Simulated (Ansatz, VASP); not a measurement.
CdS: VASP beside Ansatz

```
Cd S
1.0
     4.15416    0.00000    0.00000
    -2.07708    3.59761    0.00000
     0.00000    0.00000    6.75874
Cd S
2 2
Direct
  0.33333 0.66667 0.99921
  0.66667 0.33333 0.49921
  0.33333 0.66667 0.37579
  0.66667 0.33333 0.87579
```

Alike in both runs: task single point; functional PBE; k mesh 6 × 6 × 4; no spin polarisation.

|  | VASP | Ansatz |
| --- | --- | --- |
| version | VASP 6.6.1 | Ansatz 0.2.0 |
| potentials or method | VASP PAW PBE potentials, release 64 (Cd, S) | plane waves, PAW |
| plane-wave cutoff (eV) | 520 | 420 |
| occupations | gaussian, width 0.01 eV | fixed |
| valence electrons in the cell | 36 | 52 |

```csv
,VASP,Ansatz,Ansatz less VASP
gap on the k mesh at the Fermi level (eV),1.19,1.18,-0.002
pressure (GPa),2.1,1.7,-0.33
```

The two sets of potentials don't hold the same shells in valence.

Expect the measured gap to be larger: semilocal functionals such as PBE lack the derivative discontinuity.
